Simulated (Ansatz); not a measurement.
# Titanium, dhcp under LDA: from relaxation to bulk modulus, part 2 of 2

Aim: take titanium in the dhcp structure, relax it, solve it on a dense k-mesh, then scale the cell to 7 volumes from 88 to 112 % of the relaxed one and try a fit of the equation of state. Spin polarisation is left out. The k-meshes are 12×12×4 for the relaxation; 17×17×5 for the dense run; 14×14×4 for the volumes.

Ansatz 0.2.0; DFT, LDA (PW92), plane waves (420 eV) with PAW, scalar-relativistic. Earlier steps stand in the parts before.

### 6 At 96 % of the relaxed volume

input.yaml

```yaml
crystal:
  lattice:
    - [2.8183766237, 0.0, 0.0]
    - [-1.4091883118, 2.4407857536, 0.0]
    - [0.0, 0.0, 9.0318236595]
  atoms:
    - { symbol: Ti, position: [0.0, 1.0, 0.0] }
    - { symbol: Ti, position: [0.0, 1.0, 0.5] }
    - { symbol: Ti, position: [0.3333333333, 0.6666666667, 0.25] }
    - { symbol: Ti, position: [0.6666666667, 0.3333333333, 0.75] }
hamiltonian:
  xc: lda
  pseudopotentials:
    kind: paw
    azcp:
      Ti: "pseudopotentials/Ti.paw.azcp"
basis:
  ecutwfc: 420
  fft_grid_basis: typed
kpoints:
  mp_grid: { grid: [14, 14, 4], shift: [0, 0, 0] }
magnetization:
  spin_polarized: false
scf:
  occupations: { method: fermi_dirac, width: 0.1 }
  lower_state_search: "off"
output:
  stress: true
  write_density: true
  write_potential: true
  elf: true
  volumetric_format: npy
```

The log of the run, shortened:

```text
Warning: <dir> the record states the generating functional pbe (its physics header spells it `PBE`), which answers neither for hamiltonian.xc's functional nor for the lda family's — results may be inconsistent (PPs are generated against a specific XC)
Warning: RAYON_NUM_THREADS=2 ignored (pool sized by the plan → 2); use --threads N
[...]
Pseudopotentials: kind: paw
Pseudopotential: Ti, paw, valence charge 12, recommended cutoff 420 eV (normal), <dir>
Functional definition: SPW92
[...]
Crystal: 4 atoms, lattice volume = 62.130 Å³
Basis set: ecut = 420 eV, 1231 PW (Γ)
Bands: 29, of which v1, the nominal top of the filled ones, is band 24 counted from 1 (23 counted from 0)
Symmetry: 24 space group operations
Space group: P63/mmc (ITA 194), of the structure as read, at distance tolerance 4.0e-5 Å
k-points: 72 of 784
[...]
SCF iter   1: F=—  HF=-9801.081583 eV  |F-HF|=—  |Δ(HF+E_count)|=         —  Δρ=7.30e-3  dr2=3.37e-2  ethr=1.77e-3  ⟨swp⟩=4.3  Hψ=8102  notcnv=0
[...]
SCF iter   6: F=-9801.075277 eV  HF=-9801.075277 eV  |F-HF|=2.44e-10  |Δ(HF+E_count)|=   2.41e-8  Δρ=3.72e-6  dr2=5.31e-9  ethr=2.08e-10  ⟨swp⟩=8.0  Hψ=12361  notcnv=0
the search or the solves at the SCF's close seem to have found levels that the self-consistency loop had missed (the run counts 1). By its estimate they hold 2.85e-7 electrons. The energies and the density leave them out; if the run goes on with those levels, later outputs use occupations [...]
SCF converged after 6 iterations
Free energy (F): -9801.075277 eV
[...]
E sigma→0 (E₀):  -9800.973963 eV
Entropy (-TS):   -0.202627 eV (-50.657 meV/atom)
Fermi energy:    14.822259 eV
[...]
--- Stress (GPa, compression-positive) ---
        5.350328      -0.000000       0.000000
       -0.000000       5.350328      -0.000000
        0.000000      -0.000000       5.501227
  P = ⅓ Tr σ = 5.4006 GPa (54.006 kbar)
--- Band table (eV; the first three rows and the last of 72) ---
[...]
```

Run time: 4.9 s. Hardware: 2 threads of an Arm CPU, shared host; peak memory 0.38 GiB.

### 7 At 100 % of the relaxed volume

Changes to input.yaml since step 6:

```diff
@@ -2,5 +2,5 @@
   lattice:
-    - [2.8183766237, 0.0, 0.0]
-    - [-1.4091883118, 2.4407857536, 0.0]
-    - [0.0, 0.0, 9.0318236595]
+    - [2.8569893208, 0.0, 0.0]
+    - [-1.4284946604, 2.4742253302, 0.0]
+    - [0.0, 0.0, 9.1555626476]
   atoms:
```

The log of the run, shortened:

```text
Warning: <dir> the record states the generating functional pbe (its physics header spells it `PBE`), which answers neither for hamiltonian.xc's functional nor for the lda family's — results may be inconsistent (PPs are generated against a specific XC)
Warning: RAYON_NUM_THREADS=2 ignored (pool sized by the plan → 2); use --threads N
[...]
[... 3 set-up lines as earlier in the session ...]
[...]
Crystal: 4 atoms, lattice volume = 64.719 Å³
Basis set: ecut = 420 eV, 1255 PW (Γ)
Bands: 29, of which v1, the nominal top of the filled ones, is band 24 counted from 1 (23 counted from 0)
[... 2 set-up lines as earlier in the session ...]
k-points: 72 of 784
[...]
SCF iter   1: F=—  HF=-9801.123526 eV  |F-HF|=—  |Δ(HF+E_count)|=         —  Δρ=7.24e-3  dr2=3.60e-2  ethr=1.77e-3  ⟨swp⟩=4.4  Hψ=8071  notcnv=0
[...]
SCF iter   6: F=-9801.117653 eV  HF=-9801.117653 eV  |F-HF|=7.49e-10  |Δ(HF+E_count)|=   2.24e-8  Δρ=3.88e-6  dr2=6.06e-9  ethr=2.08e-10  ⟨swp⟩=8.0  Hψ=12279  notcnv=0
[...]
SCF converged after 6 iterations
Free energy (F): -9801.117653 eV
[...]
E sigma→0 (E₀):  -9801.013640 eV
Entropy (-TS):   -0.208027 eV (-52.007 meV/atom)
Fermi energy:    14.127324 eV
[...]
--- Stress (GPa, compression-positive) ---
        0.025355      -0.000000       0.000000
        0.000000       0.025355       0.000000
        0.000000       0.000000      -0.041531
  P = ⅓ Tr σ = 0.0031 GPa (0.031 kbar)
--- Band table (eV; the first three rows and the last of 72) ---
[...]
```

It took 4.9 s on 2 threads of an Arm CPU, shared host; peak memory 0.39 GiB.

### 8 At 104 % of the relaxed volume

Changes to input.yaml since step 7:

```diff
@@ -2,5 +2,5 @@
   lattice:
-    - [2.8569893208, 0.0, 0.0]
-    - [-1.4284946604, 2.4742253302, 0.0]
-    - [0.0, 0.0, 9.1555626476]
+    - [2.894585597, 0.0, 0.0]
+    - [-1.4472927985, 2.5067846604, 0.0]
+    - [0.0, 0.0, 9.2760443936]
   atoms:
@@ -28,5 +28 @@
   stress: true
-  write_density: true
-  write_potential: true
-  elf: true
-  volumetric_format: npy
```

The log of the run, shortened:

```text
Warning: <dir> the record states the generating functional pbe (its physics header spells it `PBE`), which answers neither for hamiltonian.xc's functional nor for the lda family's — results may be inconsistent (PPs are generated against a specific XC)
Warning: RAYON_NUM_THREADS=2 ignored (pool sized by the plan → 2); use --threads N
[...]
[... 3 set-up lines as earlier in the session ...]
[...]
Crystal: 4 atoms, lattice volume = 67.308 Å³
Basis set: ecut = 420 eV, 1315 PW (Γ)
Bands: 29, of which v1, the nominal top of the filled ones, is band 24 counted from 1 (23 counted from 0)
[... 2 set-up lines as earlier in the session ...]
k-points: 72 of 784
[...]
SCF iter   1: F=—  HF=-9801.085878 eV  |F-HF|=—  |Δ(HF+E_count)|=         —  Δρ=7.28e-3  dr2=4.22e-2  ethr=1.77e-3  ⟨swp⟩=4.4  Hψ=8099  notcnv=0
[...]
SCF iter   6: F=-9801.080021 eV  HF=-9801.080021 eV  |F-HF|=5.92e-9  |Δ(HF+E_count)|=   6.92e-9  Δρ=3.61e-6  dr2=9.60e-9  ethr=2.08e-10  ⟨swp⟩=3.8  Hψ=6267  notcnv=0
[...]
SCF converged after 6 iterations
Free energy (F): -9801.080021 eV
[...]
E sigma→0 (E₀):  -9800.973187 eV
Entropy (-TS):   -0.213669 eV (-53.417 meV/atom)
Fermi energy:    13.483372 eV
[...]
--- Stress (GPa, compression-positive) ---
       -4.461841      -0.000000       0.000000
        0.000000      -4.461841       0.000000
        0.000000       0.000000      -4.658613
  P = ⅓ Tr σ = -4.5274 GPa (-45.274 kbar)
```

Wall time 3.6 s (2 threads of an Arm CPU, shared host); peak memory 0.38 GiB.

### 9 At 108 % of the relaxed volume

Changes to input.yaml since step 8:

```diff
@@ -2,5 +2,5 @@
   lattice:
-    - [2.894585597, 0.0, 0.0]
-    - [-1.4472927985, 2.5067846604, 0.0]
-    - [0.0, 0.0, 9.2760443936]
+    - [2.9312298111, 0.0, 0.0]
+    - [-1.4656149055, 2.5385194808, 0.0]
+    - [0.0, 0.0, 9.3934751434]
   atoms:
@@ -28 +28,5 @@
   stress: true
+  write_density: true
+  write_potential: true
+  elf: true
+  volumetric_format: npy
```

The log of the run, shortened:

```text
Warning: <dir> the record states the generating functional pbe (its physics header spells it `PBE`), which answers neither for hamiltonian.xc's functional nor for the lda family's — results may be inconsistent (PPs are generated against a specific XC)
Warning: RAYON_NUM_THREADS=2 ignored (pool sized by the plan → 2); use --threads N
[...]
[... 3 set-up lines as earlier in the session ...]
[...]
Crystal: 4 atoms, lattice volume = 69.897 Å³
Basis set: ecut = 420 eV, 1375 PW (Γ)
Bands: 29, of which v1, the nominal top of the filled ones, is band 24 counted from 1 (23 counted from 0)
[... 2 set-up lines as earlier in the session ...]
k-points: 72 of 784
[...]
SCF iter   1: F=—  HF=-9800.981092 eV  |F-HF|=—  |Δ(HF+E_count)|=         —  Δρ=7.32e-3  dr2=4.73e-2  ethr=1.77e-3  ⟨swp⟩=4.4  Hψ=8125  notcnv=0
[...]
SCF iter   6: F=-9800.975296 eV  HF=-9800.975296 eV  |F-HF|=8.74e-9  |Δ(HF+E_count)|=   1.16e-8  Δρ=3.74e-6  dr2=1.23e-8  ethr=1.94e-10  ⟨swp⟩=4.8  Hψ=12311  notcnv=0
[...]
SCF converged after 6 iterations
Free energy (F): -9800.975296 eV
[...]
E sigma→0 (E₀):  -9800.865470 eV
Entropy (-TS):   -0.219652 eV (-54.913 meV/atom)
Fermi energy:    12.885063 eV
[...]
--- Stress (GPa, compression-positive) ---
       -8.233430       0.000000       0.000000
        0.000000      -8.233430      -0.000000
        0.000000      -0.000000      -8.501012
  P = ⅓ Tr σ = -8.3226 GPa (-83.226 kbar)
--- Band table (eV; the first three rows and the last of 72) ---
[...]
```

Run time: 5.3 s. Hardware: 2 threads of an Arm CPU, shared host; peak memory 0.39 GiB.

### 10 At 112 % of the relaxed volume

Changes to input.yaml since step 9:

```diff
@@ -2,5 +2,5 @@
   lattice:
-    - [2.9312298111, 0.0, 0.0]
-    - [-1.4656149055, 2.5385194808, 0.0]
-    - [0.0, 0.0, 9.3934751434]
+    - [2.9669800395, 0.0, 0.0]
+    - [-1.4834900197, 2.5694800867, 0.0]
+    - [0.0, 0.0, 9.5080410093]
   atoms:
@@ -28,5 +28 @@
   stress: true
-  write_density: true
-  write_potential: true
-  elf: true
-  volumetric_format: npy
```

The log of the run, shortened:

```text
Warning: <dir> the record states the generating functional pbe (its physics header spells it `PBE`), which answers neither for hamiltonian.xc's functional nor for the lda family's — results may be inconsistent (PPs are generated against a specific XC)
Warning: RAYON_NUM_THREADS=2 ignored (pool sized by the plan → 2); use --threads N
[...]
[... 3 set-up lines as earlier in the session ...]
[...]
Crystal: 4 atoms, lattice volume = 72.485 Å³
Basis set: ecut = 420 eV, 1387 PW (Γ)
Bands: 29, of which v1, the nominal top of the filled ones, is band 24 counted from 1 (23 counted from 0)
[... 1 set-up line as earlier in the session ...]
Space group: P63/mmc (ITA 194), of the structure as read, at distance tolerance 4.2e-5 Å
k-points: 72 of 784
[...]
SCF iter   1: F=—  HF=-9800.820108 eV  |F-HF|=—  |Δ(HF+E_count)|=         —  Δρ=7.25e-3  dr2=4.80e-2  ethr=1.77e-3  ⟨swp⟩=4.4  Hψ=8093  notcnv=0
[...]
SCF iter   6: F=-9800.814436 eV  HF=-9800.814436 eV  |F-HF|=2.87e-9  |Δ(HF+E_count)|=   1.42e-8  Δρ=4.53e-6  dr2=1.06e-8  ethr=2.08e-10  ⟨swp⟩=4.0  Hψ=6855  notcnv=0
[...]
SCF converged after 6 iterations
Free energy (F): -9800.814436 eV
[...]
E sigma→0 (E₀):  -9800.701401 eV
Entropy (-TS):   -0.226070 eV (-56.518 meV/atom)
Fermi energy:    12.327730 eV
[...]
--- Stress (GPa, compression-positive) ---
      -11.393330       0.000000       0.000000
       -0.000000     -11.393330       0.000000
        0.000000       0.000000     -11.693242
  P = ⅓ Tr σ = -11.4933 GPa (-114.933 kbar)
```

It took 3.8 s on 2 threads of an Arm CPU, shared host; peak memory 0.39 GiB.

### 11 Fitting the volumes

All volumes keep the relaxed shape and fractional coordinates.

| V (Å³/atom) | E − E₀ (meV/atom) | P from the stress (GPa) | P from the fit (GPa) |
| --- | --- | --- | --- |
| 14.238 | 105.8 | 19.47 | 19.33 |
| 14.885 | 43.7 | 11.82 | 11.66 |
| 15.533 | 9.9 | 5.40 | 5.23 |
| 16.180 | 0.0 | 0.00 | -0.17 |
| 16.827 | 10.1 | -4.53 | -4.70 |
| 17.474 | 37.0 | -8.32 | -8.51 |
| 18.121 | 78.1 | -11.49 | -11.72 |

Fit (Birch-Murnaghan, third order): V₀ = 16.158 Å³/atom, B₀ = 124 GPa, B₀′ = 3.3, largest residual 0.02 meV/atom.

Fit and stress differ a little: one follows E(σ → 0), the other the smeared free energy.

### 12 What came out

This closing draws on all 2 parts.

| quantity | value |
| --- | --- |
| space group (spins left aside) | P6_3/mmc (No. 194) |
| conventional cell | a = 2.857 Å, c = 9.156 Å (c/a = 3.205) |
| volume | 16.180 Å³/atom |
| shortest distance | 2.821 Å |
| gap on the mesh | none (levels filled in part) |
| relative to hcp | +48 meV/atom |
| highest ELF outside the cores | 0.75, 1.98 Å from the nearest atom |
| V₀, B₀, B₀′ | 16.158 Å³/atom, 124 GPa, 3.3 |

**Reading.** From the guessed start the volume shrank by 8.4 % in 6 steps. It lies 48 meV/atom above the element's reference form at the same level (hcp, from a run of its own). Levels at the Fermi energy are filled in part, as in a metal. B₀ comes out at 124 GPa; letting shape and positions relax at each volume could only lower it. Relaxation kept the symmetry; phonons were not checked.
